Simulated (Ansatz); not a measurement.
# CoO (Pm-3m) in Ansatz: further runs

Runs on CoO. Level: PBE+U. Tasks: density of states.

All numbers are computed with Ansatz 0.2.0; they aren't measurements. Logs are shortened: lines on timing, memory, paths and dates and some standing lists are left out, and cuts for length are marked.

## Step 1: The cell of the first run

It takes space group Pm-3m (No. 221, cubic). The conventional cell has a = 2.571 Å, b = 2.571 Å, c = 2.571 Å, α = 90.00°, β = 90.00°, γ = 90.00°. Co (site symmetry m-3m) is surrounded by 8 O at 2.23 Å. O (site symmetry m-3m) has 8 Co at 2.23 Å as nearest neighbours.

Measurements of this composition are mostly on another form, of space group No. 225.

## Step 2: Density of states, PBE+U, collinear spin, antiferromagnetic start (another cell of the same crystal, with 4 atoms)

input.yaml

```yaml
crystal:
  lattice:
    - [2.57052631, 0.0, 0.0]
    - [0.0, 2.57052631, 0.0]
    - [0.0, 0.0, 5.14105262]
  atoms:
    - { symbol: Co, position: [0.0, 0.0, 0.0], spin: 2.0 }
    - { symbol: Co, position: [0.0, 0.0, 0.5], spin: -2.0 }
    - { symbol: O, position: [0.5, 0.5, 0.25] }
    - { symbol: O, position: [0.5, 0.5, 0.75] }
hamiltonian:
  xc: pbe
  pseudopotentials: { kind: paw }
  hubbard: { sites: [{ species: Co, l: d, u_eff: 2.0 }] }
magnetization:
  spin_polarized: true
kpoints:
  mp_grid: { grid: [10, 10, 5] }
scf:
  occupations: { method: fermi_dirac, width: 0.05 }
  n_extra_bands: 10
output:
  forces: true
  stress: true
  eigenvalues: true
  dos: { projected: false, de: 0.05, nscf_kmesh: { grid: [15, 15, 8] } }
```

Potentials or basis: Ansatz PAW.

The run is started by

```
$ ansatz run input.yaml --threads 2 --pin off --max-ram 5632MiB --backend cpu --events-out ev --progress --plain --runs-dir out
```

The program printed:

```text
Warning: RAYON_NUM_THREADS=2 ignored (pool sized by the plan → 2); use --threads N
Co: projections on atomic orbitals take those of the free atom [Ne] 3s2 3p6 3d7 4s2, of charge +0.00 (hamiltonian.pseudopotentials.projection_atoms); the dataset's partial waves leave at most 1.4e-6 of an orbital's norm unspanned inside its sphere
O: projections on atomic orbitals take those of the free atom [He] 2s2 2p4, of charge +0.00 (hamiltonian.pseudopotentials.projection_atoms); the dataset's partial waves leave at most 1.9e-8 of an orbital's norm unspanned inside its sphere
scf.n_extra_bands = 10 over 23 filled bands (N_el = 46.0): the run solves 33 bands
Engine: ansatz 0.2.0, aarch64-unknown-linux-gnu
Pseudopotentials: kind: paw
Pseudopotential: Co, paw, valence charge 17, recommended cutoff 420 eV (normal), Co.paw.azcp
Pseudopotential: O, paw, valence charge 6, recommended cutoff 420 eV (normal), O.paw.azcp
Functional definition: PBE
  parameter kappa = 0.804
  parameter beta = 0.06672455060314922
  exchange = pbe_x(kappa = kappa, mu = beta*pi^2/3)
  correlation = pbe_c(beta = beta)
Crystal: 4 atoms, lattice volume = 33.970 Å³
Basis set: ecut = 420 eV, 677 PW (Γ), exchange–correlation on 36×36×72 points (8 copies of the dense FFT grid, shifted against one another)
Bands: 33, of which v1, the nominal top of the filled ones, is band 23 counted from 1 (22 counted from 0)
Symmetry: 16 space group operations
Space group: P4/mmm (ITA 123), of the structure as read, at distance tolerance 3.2e-5 Å
Magnetic group: BNS 123.348 (UNI 1008), of the structure as read, at distance tolerance 3.2e-5 Å
k-points: 63 of 500
Non-local potential: Co, projectors of the file, l = 0: 3, l = 1: 2, l = 2: 3, l = 3: 1
Non-local potential: O, projectors of the file, l = 0: 2, l = 1: 2, l = 2: 1
PAW form: soft (Blöchl's): semilocal exchange-correlation on the pseudo side does not see the compensation charge
PAW one-centre angular grid: Co, 590 points (default); XC on 64 Gauss nodes
PAW one-centre angular grid: O, 110 points (default); XC on 64 Gauss nodes
Initial density: superposition of atomic densities (chi_scale 0.1, normalization cell, long waves kept (reshape's long-wave potential 0.00 eV rms))
Starting moments: Σ|m| = 4 μB on 2 of 4 sites
Starting magnetic order: antiferromagnet; a translation exchanges its spin sublattices: spin-degenerate at every k-point
Initial wavefunctions: pseudopotential atomic-orbital guess
Functional: x = pbe(κ = 0.804, μ = 0.2195149727645171), c = pbe(β = 0.06672455060314922)
SCF iter   1: F=—  HF=-11389.291761 eV  |F-HF|=—  |Δ(HF+E_count)|=         —  Δρ=3.48e-1 (↑3.48e-1 ↓3.48e-1)  dr2=1.17e2  dr2_m=6.48e0  M=0.000 μB ∫|m|=1.216 μB  β_m=0.30  ethr=3.10e-3  ⟨swp⟩=5.4  Hψ=7595  notcnv=0  defer=18
preconditioner: auto → Kerker (q_TF=auto, 2.870 Å⁻¹)  [metal: Δε(μ)=0.006 eV  Ē_g=14.476 eV  σ=0.050 eV  W_gap=0.03  n_scr=16 (ndim 8)  ℏωp=34.9 eV  f_vac=0.000  D(μ)=3.77/eV (n_scr^D=54)]
spin=Collinear: Kerker preconditioning applied to the charge; magnetization (m = ρ↑ − ρ↓) channel mixes plain (no charge-response kernel on spin).
SCF iter   2: F=—  HF=-11381.418148 eV  |F-HF|=—  |Δ(HF+E_count)|=    7.87e0  Δρ=1.67e-1 (↑1.67e-1 ↓1.67e-1)  dr2=9.83e0  dr2_m=4.04e0  M=0.000 μB ∫|m|=4.791 μB  β_m=1.00  ethr=3.10e-3  ⟨swp⟩=3.2  Hψ=5370  notcnv=0  defer=152
SCF iter   3: F=—  HF=-11379.597904 eV  |F-HF|=—  |Δ(HF+E_count)|=    1.82e0  Δρ=5.77e-2 (↑5.77e-2 ↓5.77e-2)  dr2=1.67e0  dr2_m=5.37e-2  M=0.000 μB ∫|m|=4.854 μB  β_m=1.00  ethr=3.10e-3  ⟨swp⟩=3.0  Hψ=4764  notcnv=0  defer=82
SCF iter   4: F=—  HF=-11380.500080 eV  |F-HF|=—  |Δ(HF+E_count)|=   9.02e-1  Δρ=3.89e-2 (↑3.89e-2 ↓3.89e-2)  dr2=1.07e0  dr2_m=1.12e-1  M=0.000 μB ∫|m|=4.556 μB  β_m=0.30  ethr=3.10e-3  ⟨swp⟩=2.5  Hψ=4555  notcnv=0  defer=82
Mixer restart at iter 4: flushing history
spin-set hold released at iteration 4 (site moments contracting): the magnetisation degrees of freedom join the quasi-Newton model from the next iteration; the mixer history was flushed
SCF iter   5: F=—  HF=-11380.970655 eV  |F-HF|=—  |Δ(HF+E_count)|=   4.71e-1  Δρ=2.43e-2 (↑2.43e-2 ↓2.43e-2)  dr2=1.64e-1  dr2_m=7.05e-2  M=0.000 μB ∫|m|=4.956 μB  β_m=0.43  ethr=2.34e-3  ⟨swp⟩=2.2  Hψ=3213  notcnv=0  defer=82
SCF iter   6: F=—  HF=-11381.552298 eV  |F-HF|=—  |Δ(HF+E_count)|=   5.82e-1  Δρ=1.96e-2 (↑1.96e-2 ↓1.96e-2)  dr2=9.76e-2  dr2_m=6.68e-2  M=0.000 μB ∫|m|=5.058 μB  β_m=0.43  ethr=3.56e-4  ⟨swp⟩=2.2  Hψ=3309  notcnv=0  defer=82
SCF iter   7: F=—  HF=-11381.874031 eV  |F-HF|=—  |Δ(HF+E_count)|=   3.22e-1  Δρ=9.01e-3 (↑9.01e-3 ↓9.01e-3)  dr2=2.27e-2  dr2_m=1.55e-2  M=0.000 μB ∫|m|=5.147 μB  β_m=0.70  ethr=2.12e-4  ⟨swp⟩=2.2  Hψ=4241  notcnv=0  defer=88
SCF iter   8: F=—  HF=-11381.928979 eV  |F-HF|=—  |Δ(HF+E_count)|=   5.49e-2  Δρ=1.36e-3 (↑1.36e-3 ↓1.36e-3)  dr2=8.78e-4  dr2_m=9.47e-6  M=0.000 μB ∫|m|=5.192 μB  β_m=0.79  ethr=4.94e-5  ⟨swp⟩=2.0  Hψ=4034  notcnv=0  defer=101
SCF iter   9: F=—  HF=-11381.929224 eV  |F-HF|=—  |Δ(HF+E_count)|=   2.45e-4  Δρ=8.71e-4 (↑8.71e-4 ↓8.71e-4)  dr2=3.49e-4  dr2_m=6.55e-5  M=0.000 μB ∫|m|=5.188 μB  β_m=0.89  ethr=1.91e-6  ⟨swp⟩=2.0  Hψ=3998  notcnv=0  defer=101
SCF iter  10: F=—  HF=-11381.929244 eV  |F-HF|=—  |Δ(HF+E_count)|=   2.07e-5  Δρ=2.42e-4 (↑2.42e-4 ↓2.42e-4)  dr2=4.25e-5  dr2_m=1.66e-6  M=0.000 μB ∫|m|=5.189 μB  β_m=0.84  ethr=7.59e-7  ⟨swp⟩=2.4  Hψ=3277  notcnv=0  defer=101
SCF iter  11: F=—  HF=-11381.929235 eV  |F-HF|=—  |Δ(HF+E_count)|=   9.09e-6  Δρ=4.27e-5 (↑4.27e-5 ↓4.27e-5)  dr2=6.17e-7  dr2_m=1.31e-7  M=0.000 μB ∫|m|=5.189 μB  β_m=0.92  ethr=9.24e-8  ⟨swp⟩=2.1  Hψ=2885  notcnv=0  defer=101
SCF iter  12: F=—  HF=-11381.929236 eV  |F-HF|=—  |Δ(HF+E_count)|=   8.20e-7  Δρ=2.66e-5 (↑2.66e-5 ↓2.66e-5)  dr2=7.46e-7  dr2_m=3.01e-8  M=0.000 μB ∫|m|=5.189 μB  β_m=0.96  ethr=2.17e-10  ⟨swp⟩=9.4  Hψ=9748  notcnv=0
SCF iter  13: F=-11381.929236 eV  HF=-11381.929236 eV  |F-HF|=8.67e-9  |Δ(HF+E_count)|=   9.21e-8  Δρ=3.99e-6 (↑3.99e-6 ↓3.99e-6)  dr2=1.27e-8  dr2_m=2.15e-10  M=0.000 μB ∫|m|=5.189 μB  ethr=2.17e-10  ⟨swp⟩=3.1  Hψ=6731  notcnv=0
SCF 1 converged in 13 iterations: F = -11381.929236 eV  dr2 = 1.27e-8
NSCF: frozen V_eff on 180 k-points
SCF converged after 13 iterations
Magnetization: 0.0000 μB (23.0000 up, 23.0000 down)
Absolute magnetization: 5.1855 μB (∫|ρ↑−ρ↓|, with the PAW one-centre terms)
Spin contamination: 2.7617 ħ² per cell (⟨S²⟩ above its minimum at these occupations)
Per-site moments (μB) at R_I (Å): [(2.428239759084886, 0.9182831977919625), (-2.428239759084886, 0.9182831977919625), (-7.922953505657776e-17, 0.9182831977919625), (9.364532140102242e-17, 0.9182831977919625)]
Free energy (F): -11381.929236 eV
Harris-Foulkes:  -11381.929236 eV  (|F-HF|=8.67e-9)
Internal energy: -11381.929236 eV  (E = F + TS)
E sigma→0 (E₀):  -11381.929236 eV
Entropy (-TS):   -0.000000 eV (-0.000 meV/atom)
Fermi energy:    16.494133 eV
--- Per-component energies (eV) ---
  E_band       = -518.875416
  E_kinetic    = 1240.925273
  E_local      = -6387.409249  (includes V_loc(G=0)·N_el)
  E_nonlocal   = 1029.566635
  E_hartree    = 2630.768204
  E_xc         = -459.725914
  E_vxc        = -590.973243  (∫ρ·V_xc dr)
  E_hubbard    = 1.014696  (on-site DFT+U / exact-exchange correction)
  E_vhub       = -12.804276  (the Hubbard potential's part of the band-sum identity)
  E_paw        = -3355.076411  (= ΣΔE_a)
  E_vpaw       = -1059.715264  (= ΣTr[D̂ρ^β])
  E_aug_tail   = 0.004955  (compensation charges beyond the density's cutoff)
  E_ewald      = -6081.997425
  E_smearing   = -0.000000  (= −TS)
  E_closure    = 0.000000  (closes the sum)
  Σ components = -11381.929236   (vs F -11381.929236, Δ=0.00e0)
--- Forces (eV/Å), atoms counted from 1 ---
  atom   1  Co    -0.00000000     0.00000000     0.00000000
  atom   2  Co    -0.00000000     0.00000000     0.00000000
  atom   3  O      0.00000000     0.00000000    -0.00000000
  atom   4  O      0.00000000     0.00000000     0.00000000
  max |Σ_I F_I| component: 1.56e-29 eV/Å
--- Stress (GPa, compression-positive) ---
       15.588188       0.000000       0.000000
        0.000000      15.588188       0.000000
        0.000000       0.000000      17.940313
  P = ⅓ Tr σ = 16.3722 GPa (163.722 kbar)
--- Band table (eV; the first three rows and the last of 126) ---
  k-point 0 ↑: bands = ["-80.7794", "-77.7609", "-44.0910", "-43.9944", "-43.9944", "-41.1193", "-41.0420", "-41.0420", "-4.2027", "-2.7472", "7.2835", "11.2717", "11.3101", "11.3101", "11.5755", "12.5443", "12.5774", "13.7364", "13.7386", "13.7386", "14.7592", "14.7592", "15.0454", "17.6205", "17.7829", "18.3492", "18.3492", "22.9500", "25.2904", "32.2376", "32.2377", "32.7724", "34.4987"]
  k-point 1 ↑: bands = ["-80.7791", "-77.7607", "-44.0907", "-43.9943", "-43.9943", "-41.1200", "-41.0420", "-41.0420", "-4.0871", "-2.9178", "7.6921", "11.2820", "11.3258", "11.3338", "11.3338", "12.5309", "12.5775", "13.3205", "13.6179", "13.6179", "14.8321", "14.8857", "14.8857", "17.7827", "18.3025", "18.3052", "18.3052", "22.1300", "26.4111", "31.7005", "32.2657", "32.7041", "34.7683"]
  k-point 2 ↑: bands = ["-80.7788", "-77.7605", "-44.0902", "-43.9943", "-43.9943", "-41.1211", "-41.0420", "-41.0420", "-3.7664", "-3.3243", "8.7788", "10.2355", "11.2992", "11.3742", "11.3742", "12.5089", "12.5777", "13.1868", "13.4552", "13.4552", "14.3971", "15.0578", "15.0578", "17.7823", "18.2314", "18.2314", "19.5610", "20.8909", "28.3520", "30.2674", "32.3366", "32.5722", "35.4269"]
  k-point 62 ↓: bands = ["-80.7553", "-77.7346", "-44.0984", "-44.0984", "-44.0666", "-41.1624", "-41.1624", "-41.0944", "-1.6890", "-1.3263", "8.7673", "8.7673", "9.7412", "9.8611", "9.8611", "11.9273", "12.6782", "13.8285", "13.8285", "14.1661", "14.2474", "15.3463", "15.7223", "17.7645", "17.7645", "18.3951", "22.6051", "23.1537", "25.0933", "25.0933", "26.5649", "26.5649", "35.2653"]
Occupation matrices written to <dir>
```

It took 7 s on 2 threads of Arm Neoverse V2, shared host; peak memory 0.49 GiB.

What came out:

* Free energy: -11381.9292 eV
* Pressure: 16.4 GPa
* Band gap on the k mesh: 1.61 eV
* Net moment: 0.00 μB per cell
* Absolute moment: 5.19 μB per cell
* Site moments: Co +2.43, -2.43; O -0.00, +0.00 μB

States per cell in windows of 0.5 eV (zero at the valence-band top; states under -8 eV left out):
| from (eV) | up | down |
| --- | --- | --- |
| -8.0 | 0.16 | 0.16 |
| -7.5 | 0.29 | 0.29 |
| -7.0 | 0.73 | 0.73 |
| -6.5 | 0.82 | 0.82 |
| -6.0 | 0.66 | 0.66 |
| -5.5 | 0.61 | 0.61 |
| -5.0 | 0.74 | 0.74 |
| -4.5 | 0.99 | 0.99 |
| -4.0 | 1.06 | 1.06 |
| -3.5 | 1.02 | 1.02 |
| -3.0 | 0.79 | 0.79 |
| -2.5 | 1.16 | 1.16 |
| -2.0 | 1.12 | 1.12 |
| -1.5 | 1.28 | 1.28 |
| -1.0 | 0.96 | 0.96 |
| -0.5 | 0.56 | 0.56 |
| 0.0 | 0.00 | 0.00 |
| 0.5 | 0.00 | 0.00 |
| 1.0 | 0.00 | 0.00 |
| 1.5 | 1.06 | 1.06 |
| 2.0 | 1.71 | 1.71 |
| 2.5 | 0.24 | 0.24 |
| 3.0 | 0.02 | 0.02 |
| 3.5 | 0.03 | 0.03 |
| 4.0 | 0.04 | 0.04 |
| 4.5 | 0.05 | 0.05 |
| 5.0 | 0.07 | 0.07 |
| 5.5 | 0.09 | 0.09 |
| 6.0 | 0.12 | 0.12 |
| 6.5 | 0.22 | 0.22 |
| 7.0 | 0.61 | 0.61 |
| 7.5 | 0.60 | 0.60 |

Eigenvalues of the final occupation matrices:
```csv
site,spin,trace,eigenvalues
site 1,1,4.95,0.99 0.99 0.99 0.99 0.99
site 1,2,2.47,0.17 0.17 0.18 0.98 0.98
site 2,1,2.47,0.17 0.17 0.18 0.98 0.98
site 2,2,4.95,0.99 0.99 0.99 0.99 0.99
```

Caveat: the magnetic or orbital state may not be the lowest; odd divisions of the mesh miss points on the zone boundary, where band edges often lie, so the gap on the mesh can be too wide; the pressure holds a Pulay correction of +0.8 GPa for the finite cutoff; the density of states is complete only up to the lowest level of the last band computed. A k mesh can miss the band edges.

(Continued in part 2 of 2.)
